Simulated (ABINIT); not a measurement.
# Zr (P6_3/mmc) in ABINIT: a series of runs

The runs below take Zr through relaxation of cell and atoms, single point, with PBE, LDA.

All numbers are computed with ABINIT 10.8.3 (patched build); they aren't measurements. Logs are shortened: lines on timing, memory, paths and dates and some standing lists are left out, and cuts for length are marked. The log counts tension as positive stress, the text compression.

### Step 1. The crystal as given

Symmetry: P6_3/mmc, No. 194, hexagonal system. Conventional cell: a = 3.232 Å, b = 3.232 Å, c = 5.147 Å, α = 90.00°, β = 90.00°, γ = 120.00°. Zr (site symmetry -6m2) is surrounded by 12 Zr at 3.18 to 3.23 Å.

### Step 2. Relaxation of cell and atoms, PBE

Input file run.abi:

```
pp_dirpath "./"
pseudos "Zr.upf"

acell 3*1.0
rprim
     6.1075948348     0.0000000000     0.0000000000
    -3.0537974174     5.2893322829     0.0000000000
     0.0000000000     0.0000000000     9.7264203634
ntypat 1
znucl 40
natom 2
typat 1 1
chkprim 0
chksymtnons 0
tolsym 1.0e-6
xred
            2/3            1/3            3/4
            1/3            2/3            1/4

ecut 33.0
ecutsm 0.5

kptopt 1
ngkpt 7 7 4
nshiftk 1
shiftk 0.0 0.0 0.0

ixc 11

nband 16
occopt 3
tsmear 0.05 eV

nstep 80
tolvrs 1.0e-12

iomode 3
prteig 0
prtebands 0
prtwf 0
prtden 0

ionmov 2
optcell 2
ntime 50
tolmxf 2.0e-5
dilatmx 1.08
```

Potentials or basis: PseudoDojo NC SR PBE v0.4.1 standard.

The run is started by

```console
$ abinit run.abi > log 2>&1
```

run.abo:

```text
.Version 10.8.3 of ABINIT
 Symmetries : space group P6_3/m m c (#194); Bravais hP (primitive hexag.)
================================================================================
 Values of the parameters that define the memory need of the present run
     intxc =       0    ionmov =       2      iscf =       7    lmnmax =       6
     lnmax =       6     mgfft =      60  mpssoang =       3    mqgrid =    3001
     natom =       2  nloc_mem =       1    nspden =       1   nspinor =       1
    nsppol =       1      nsym =      24    n1xccc =    2501    ntypat =       1
    occopt =       3   xclevel =       2
       mpw =        3615          nfft =       77760          nkpt =          24
================================================================================
================================================================================

--------------------------------------------------------------------------------
------------- Echo of variables that govern the present computation ------------
--------------------------------------------------------------------------------
 -outvars: echo values of preprocessed input variables --------
            acell      1.0000000000E+00  1.0000000000E+00  1.0000000000E+00 Bohr
              amu      9.12240000E+01
          chkprim           0
      chksymtnons           0
          dilatmx      1.08000000E+00
             ecut      3.30000000E+01 Hartree
           ecutsm      5.00000000E-01 Hartree
           ionmov           2
              ixc          11
         kptrlatt        7    0    0      0    7    0      0    0    4
          kptrlen      3.89056815E+01
            natom           2
            nband          16
            ngfft          36      36      60
             nkpt          24
            nstep          80
             nsym          24
            ntime          50
           ntypat           1
           occopt           3
          optcell           2
           prtden           0
        prtebands           0
           prteig           0
            prtwf           0
            rprim      6.1075948348E+00  0.0000000000E+00  0.0000000000E+00
                      -3.0537974174E+00  5.2893322829E+00  0.0000000000E+00
                       0.0000000000E+00  0.0000000000E+00  9.7264203634E+00
          spgroup         194
           tolmxf      2.00000000E-05
           tolsym      1.00000000E-06
           tolvrs      1.00000000E-12
           tsmear      1.83746611E-03 Hartree
            typat      1  1
           xangst      1.6159999989E+00  9.3299803437E-01  3.8602499974E+00
                      -5.9804013553E-17  1.8659960687E+00  1.2867499991E+00
[... 50 lines left out ...]
--------------------------------------------------------------------------------

---SELF-CONSISTENT-FIELD CONVERGENCE--------------------------------------------
[... 567 lines left out ...]
 Difference of energy with previous step (new-old):
           Absolute (Ha)=-4.36846E-09
           Relative     =-4.31487E-11

 At Broyd/MD step   6, gradients are converged :
  max grad (force/stress) = 1.1014E-05 < tolmxf= 2.0000E-05 ha/bohr (free atoms)

================================================================================

 ----iterations are completed or convergence reached----

 Mean square residual over all n,k,spin=   77.422E-11; max=  14.929E-08
 reduced coordinates (array xred) for    2 atoms
       0.666666666667      0.333333333333      0.750000000000
       0.333333333333      0.666666666667      0.250000000000
 rms dE/dt=  1.4542E-28; max dE/dt=  2.6926E-28; dE/dt below (all hartree)
    1       0.000000000000     -0.000000000000      0.000000000000
    2      -0.000000000000      0.000000000000      0.000000000000

 cartesian coordinates (angstrom) at end:
    1      1.62003306295504     0.93532652498268     3.86724647489751
    2      0.00000000000000     1.87065304996536     1.28908215829917

 cartesian forces (hartree/bohr) at end:
    1     -0.00000000000000     0.00000000000000    -0.00000000000000
    2      0.00000000000000    -0.00000000000000    -0.00000000000000
 frms,max,avg= 1.9392070E-29 3.2982810E-29   0.000E+00  0.000E+00  0.000E+00 h/b

 cartesian forces (eV/Angstrom) at end:
    1     -0.00000000000000     0.00000000000000    -0.00000000000000
    2      0.00000000000000    -0.00000000000000    -0.00000000000000
 frms,max,avg= 9.9718032E-28 1.6960443E-27   0.000E+00  0.000E+00  0.000E+00 e/A
 length scales=  6.122837607801  6.122837607750  9.744048931918 bohr
              =  3.240066125910  3.240066125883  5.156328633197 angstroms
 Fermi (or HOMO) energy (hartree) =   0.39856   Average Vxc (hartree)=  -0.41484
 Eigenvalues (hartree) for nkpt=  24  k points:
 kpt#   1, nband= 16, wtk=  0.00510, kpt=  0.0000  0.0000  0.0000 (reduced coord)
  -1.39926   -1.39372   -0.60981   -0.57848   -0.57848   -0.57360   -0.57337   -0.57337
   0.18877    0.28541    0.42767    0.42767    0.43343    0.43823    0.45299    0.45299
      occupation numbers for kpt#   1
   2.00000    2.00000    2.00000    2.00000    2.00000    2.00000    2.00000    2.00000
   2.00000    2.00000    0.00000    0.00000    0.00000    0.00000    0.00000    0.00000
 prteigrs : prtvol=0 or 1, do not print more k-points.

--- !EnergyTerms
iteration_state     : {dtset: 1, itime: 6, icycle: 1, }
comment             : Components of total free energy in Hartree
kinetic             :  2.88616673223751E+01
hartree             :  1.37646826322809E+01
xc                  : -2.00227944983191E+01
Ewald energy        : -7.68939203871018E+01
psp_core            :  2.85229513081176E+00
local_psp           : -6.04094808608793E+01
non_local_psp       :  1.06062692515267E+01
internal            : -1.01241281409306E+02
'-kT*entropy'       : -7.86140999859198E-04
total_energy        : -1.01242067550306E+02
total_energy_eV     : -2.75493700445307E+03
band_energy         : -9.98047589313970E+00
...

 Cartesian components of stress tensor (hartree/bohr^3)
  sigma(1 1)=  8.34474300E-08  sigma(3 2)=  0.00000000E+00
  sigma(2 2)=  8.34476326E-08  sigma(3 1)=  0.00000000E+00
  sigma(3 3)=  1.10141705E-07  sigma(2 1)=  0.00000000E+00

-Cartesian components of stress tensor (GPa)         [Pressure= -2.7169E-03 GPa]
- sigma(1 1)=  2.45510815E-03  sigma(3 2)=  0.00000000E+00
- sigma(2 2)=  2.45511411E-03  sigma(3 1)=  0.00000000E+00
- sigma(3 3)=  3.24048084E-03  sigma(2 1)=  0.00000000E+00

== END DATASET(S) ==============================================================
================================================================================

 -outvars: echo values of variables after computation  --------
            acell      6.1228376078E+00  6.1228376077E+00  9.7440489319E+00 Bohr
           etotal     -1.0124206755E+02
            fcart     -3.2982810369E-29  6.3475448151E-30 -0.0000000000E+00
                       3.2982810369E-29 -6.3475448151E-30 -0.0000000000E+00
            rprim      1.0000000000E+00  0.0000000000E+00  0.0000000000E+00
                      -5.0000000000E-01  8.6602540378E-01  0.0000000000E+00
                       0.0000000000E+00  0.0000000000E+00  1.0000000000E+00
           strten      8.3447430023E-08  8.3447632604E-08  1.1014170517E-07
                       0.0000000000E+00  0.0000000000E+00  0.0000000000E+00
           xangst      1.6200330630E+00  9.3532652498E-01  3.8672464749E+00
                       1.8380696195E-17  1.8706530500E+00  1.2890821583E+00
             xred      6.6666666667E-01  3.3333333333E-01  7.5000000000E-01
                       3.3333333333E-01  6.6666666667E-01  2.5000000000E-01
 Calculation completed.
```

Run time: 3 min. Hardware: 1 thread of Arm Neoverse V1, shared host; peak memory 0.1 GiB.

What came out:

```yaml
Free_energy: -2754.9370 eV
Relaxed_volume: 23.44 Å³/atom
Relaxed_cell: a = 3.240 Å, b = 3.240 Å, c = 5.156 Å, α = 90.00°, β = 90.00°, γ = 120.00°
Space_group_after_relaxing_to_0.05_Å: P6_3/mmc (No. 194)
Energy_gained_by_relaxing: 0.3 meV/atom
Ionic_steps: 6
Pressure_after_relaxing: 0.0 GPa
Band_gap_on_the_k_mesh: none (metal or under the smearing width)
```

The path:
| step | energy change (eV) | largest force (eV/Å) | pressure (GPa) | volume (Å³) |
| --- | --- | --- | --- | --- |
| 1 | 0.0000 | 0.0000 | 0.64 | 46.56 |
| 2 | -0.0003 | 0.0000 | 0.45 | 46.65 |
| 3 | -0.0006 | 0.0000 | 0.00 | 46.88 |
| 4 | -0.0006 | 0.0000 | 0.00 | 46.88 |
| 5 | -0.0006 | 0.0000 | -0.01 | 46.88 |
| 6 | -0.0006 | 0.0000 | 0.00 | 46.88 |

Final structure:
```cif
data_structure
_symmetry_space_group_name_H-M 'P 1'
_symmetry_Int_Tables_number 1
_cell_length_a 3.2401
_cell_length_b 3.2401
_cell_length_c 5.1563
_cell_angle_alpha 90.000
_cell_angle_beta 90.000
_cell_angle_gamma 120.000
_cell_volume 46.88
loop_
_atom_site_label
_atom_site_type_symbol
_atom_site_fract_x
_atom_site_fract_y
_atom_site_fract_z
_atom_site_occupancy
Zr1 Zr 0.66667 0.33333 0.75000 1
Zr2 Zr 0.33333 0.66667 0.25000 1
```

PBE usually gives volumes a little too large and moduli too small. Zero-point motion and thermal expansion aren't in these numbers.

### Step 3. Single point, PBE (cell relaxed)

Input file run.abi:

```
pp_dirpath "./"
pseudos "Zr.upf"

acell 3*1.0
rprim
     6.1228376114     0.0000000000     0.0000000000
    -3.0614187962     5.3025329175     0.0000000000
     0.0000000000     0.0000000000     9.7440489382
ntypat 1
znucl 40
natom 2
typat 1 1
xcart
     3.0614188395     1.7675109548     7.3080367036
    -0.0000000243     3.5350219627     2.4360122345
chkprim 0
chksymtnons 0
tolsym 1.0e-6

ecut 33.0

kptopt 1
ngkpt 7 7 4
nshiftk 1
shiftk 0.0 0.0 0.0

ixc 11

nband 16
occopt 3
tsmear 0.05 eV

nstep 100
tolvrs 1.0e-10

iomode 3
prtwf 0
prteig 0
prtebands 0
enunit 1
prtden 1
prtvha 1
prtvclmb 1
prtpot 1
prtelf 1
```

Potentials or basis: PseudoDojo NC SR PBE v0.4.1 standard.

The run is started by

```console
$ abinit run.abi > log 2>&1
```

run.abo:

```text
.Version 10.8.3 of ABINIT
 Symmetries : space group P6_3/m m c (#194); Bravais hP (primitive hexag.)
================================================================================
 Values of the parameters that define the memory need of the present run
     intxc =       0    ionmov =       0      iscf =       7    lmnmax =       6
     lnmax =       6     mgfft =      54  mpssoang =       3    mqgrid =    3001
     natom =       2  nloc_mem =       1    nspden =       1   nspinor =       1
    nsppol =       1      nsym =      24    n1xccc =    2501    ntypat =       1
    occopt =       3   xclevel =       2
       mpw =        2880          nfft =       55296          nkpt =          24
================================================================================
================================================================================

--------------------------------------------------------------------------------
------------- Echo of variables that govern the present computation ------------
--------------------------------------------------------------------------------
 -outvars: echo values of preprocessed input variables --------
            acell      1.0000000000E+00  1.0000000000E+00  1.0000000000E+00 Bohr
              amu      9.12240000E+01
          chkprim           0
      chksymtnons           0
             ecut      3.30000000E+01 Hartree
           enunit           1
              ixc          11
         kptrlatt        7    0    0      0    7    0      0    0    4
          kptrlen      3.89761958E+01
[... 177 lines left out ...]
comment             : Components of total free energy in Hartree
kinetic             :  2.88616683287777E+01
hartree             :  1.37646859721206E+01
xc                  : -2.00227936636856E+01
Ewald energy        : -7.68939203265977E+01
psp_core            :  2.85229512409201E+00
local_psp           : -6.04094955642027E+01
non_local_psp       :  1.06062786256529E+01
internal            : -1.01241281503843E+02
'-kT*entropy'       : -7.86140098380034E-04
total_energy        : -1.01242067643941E+02
total_energy_eV     : -2.75493700700102E+03
band_energy         : -9.98047060353362E+00
...

 Cartesian components of stress tensor (hartree/bohr^3)
  sigma(1 1)=  8.91616543E-07  sigma(3 2)=  0.00000000E+00
  sigma(2 2)=  8.91607086E-07  sigma(3 1)=  0.00000000E+00
  sigma(3 3)=  9.00299599E-07  sigma(2 1)= -1.61548174E-11

-Cartesian components of stress tensor (GPa)         [Pressure= -2.6317E-02 GPa]
- sigma(1 1)=  2.62322644E-02  sigma(3 2)=  0.00000000E+00
- sigma(2 2)=  2.62319861E-02  sigma(3 1)=  0.00000000E+00
- sigma(3 3)=  2.64877287E-02  sigma(2 1)= -4.75291138E-07

== END DATASET(S) ==============================================================
================================================================================

 -outvars: echo values of variables after computation  --------
            acell      1.0000000000E+00  1.0000000000E+00  1.0000000000E+00 Bohr
           etotal     -1.0124206764E+02
            fcart     -4.2217997247E-27 -1.5437228965E-26 -0.0000000000E+00
                       4.2217997247E-27  1.5437228965E-26 -0.0000000000E+00
            rprim      6.1228376114E+00  0.0000000000E+00  0.0000000000E+00
                      -3.0614187962E+00  5.3025329175E+00  0.0000000000E+00
                       0.0000000000E+00  0.0000000000E+00  9.7440489382E+00
           strten      8.9161654322E-07  8.9160708578E-07  9.0029959932E-07
                       0.0000000000E+00  0.0000000000E+00 -1.6154817419E-11
           xangst      1.6200330696E+00  9.3532652369E-01  3.8672464774E+00
                       7.4045997920E-09  1.8706530497E+00  1.2890821591E+00
             xred      6.6666666750E-01  3.3333333250E-01  7.4999999999E-01
                       3.3333333417E-01  6.6666666583E-01  2.4999999999E-01
 Calculation completed.
```

Run time: 26 s. Hardware: 1 thread of Arm Neoverse V1, shared host; peak memory 0.08 GiB.

What came out:

- Free energy: -2754.9370 eV
- Pressure: 0.0 GPa
- Band gap on the k mesh: none (metal or under the smearing width)
- Valence electrons inside the program's atomic spheres: Zr 8.40 (radii [1.0584] Å)

Levels at points of the mesh, in eV from the Fermi level:
```tsv
k point	band 9	band 10	band 11	band 12	band 13	band 14	band 15	band 16
(0.00, 0.00, 0.00)	-5.71	-3.08	0.79	0.79	0.95	1.08	1.48	1.48
(0.00, 0.00, 0.50)	-4.01	-4.01	-0.02	-0.02	0.70	0.70	0.70	0.70
```

(Part 1 of 2 ends here.)
